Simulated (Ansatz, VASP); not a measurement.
SiC in VASP and in Ansatz

```xyz
4
Lattice="2.9641 0.0000 0.0000 -1.4821 2.5670 0.0000 0.0000 0.0000 4.8585" Properties=species:S:1:pos:R:3 pbc="T T T"
Si    1.4821    0.8557    2.4514
Si    0.0000    1.7113    0.0222
C     1.4821    0.8557    4.2776
C     0.0000    1.7113    1.8484
```

Alike in both runs: functional PBE; k mesh 12 × 12 × 6; occupations gaussian, width 0.02 eV; no spin polarisation.

Ansatz relaxed the structure, and its values are those at the end. VASP's run is a single point on that final structure, the one shown.

```csv
,VASP,Ansatz
version,VASP 6.6.1,Ansatz 0.2.0
potentials or method,"VASP PAW PBE potentials, release 64 (Si, C)","scalar-relativistic, plane waves, PAW"
plane-wave cutoff (eV),520,420
valence electrons in the cell,16,16
```

VASP gave:

| Quantity | Value |
| --- | --- |
| gap on the k mesh at the Fermi level (eV) | 2.07 |
| least direct gap on the mesh (eV) | 4.18 |
| rms of the force components (eV/Å) | 0.003 |

Problem. What did Ansatz give for the same quantities?

Solution. gap on the k mesh at the Fermi level (eV): 2.08; least direct gap on the mesh (eV): 4.19; rms of the force components (eV/Å): 0.003.

 Expect the measured gap to be larger: semilocal functionals such as PBE lack the derivative discontinuity. A k mesh can miss the band edges.
